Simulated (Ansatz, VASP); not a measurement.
## One calculation of SrO, two programs

The input INCAR:

```
  PREC = Accurate
  ENCUT = 520
  EDIFF = 1E-6
  ISMEAR = 0
  SIGMA = 0.01
  LREAL = False
  LASPH = True
  NELM = 150
  ALGO = Normal
  ISIF = 2
  LWAVE = False
  LCHARG = False
  MAGMOM = 0 0 0 0 0 0
  LORBIT = 11
  LSORBIT = True
  GGA_COMPAT = False
  LORBMOM = True
  GGA = PS
  NBANDS = 28
```

KPOINTS

```
Automatic mesh
0
Gamma
  8 8 8
```

POSCAR

```
SrO
1.0
    2.5614438832      2.5614438832      0.0000000000
   -2.5614438832      2.5614438832      0.0000000000
    0.0000000000      2.5614438832      2.5614438832
Sr O
1 1
Direct
    0.5000000000      0.5000000000      0.0000000000
    0.0000000000      0.0000000000      0.0000000000
```

Input for Ansatz:

```yaml
crystal:
  lattice:
    - [2.56144388316, 2.56144388316, 0.0]
    - [-2.56144388316, 2.56144388316, 0.0]
    - [0.0, 2.56144388316, 2.56144388316]
  atoms:
    - { symbol: Sr, position: [0.5, 0.5, 0.0] }
    - { symbol: O, position: [0.0, 0.0, 0.0] }
kpoints:
  mp_grid: { grid: [8, 8, 8] }
scf:
  occupations: { method: fixed }
  convergence: { dr2_threshold: 1.0e-10 }
hamiltonian:
  xc: pbesol
  pseudopotentials: { kind: all_electron, lapw: { basis_error: 0.0005 } }
magnetization:
  noncollinear: true
  spin_orbit: true
output:
  forces: true
  stress: true
  eigenstates:
    kpoints:
      - [0.0, 0.0, 0.0]
      - [-0.5, 0.5, 0.0]
      - [-0.5, -0.5, -0.5]
      - [0.0, 0.0, -0.5]
      - [0.0, -0.5, -0.5]
      - [0.0, 0.5, 0.0]
      - [-0.5, 0.0, 0.0]
      - [-0.5, 0.0, -0.5]
  eigenvalues: true
```

Change from the starting cell: unstrained.

Alike in both runs: task single point; functional PBEsol; k mesh 8 × 8 × 8; non-collinear spin, spin-orbit coupling.

|  | VASP | Ansatz |
| --- | --- | --- |
| version | VASP 6.6.1 | Ansatz 0.2.0 |
| potentials or method | VASP PAW PBE potentials, release 64 (Sr_sv, O) | all-electron LAPW |
| plane-wave cutoff (eV) | 520 | see its input |
| occupations | gaussian, width 0.01 eV | fixed |

|  | VASP | Ansatz | Ansatz less VASP |
| --- | --- | --- | --- |
| gap on the k mesh at the Fermi level (eV) | 3.13 | 3.17 | +0.049 |
| pressure (GPa) | 0.6 | 0.0 | -0.62 |
| net moment per atom (μB) | 0.00 | 0.00 | 0.000 |

Ansatz ran all-electron here, so the differences hold the error of VASP's frozen core and of both bases.

Caveats: the PAW data sets were made with another functional, which shifts forces and pressure a little (VASP).
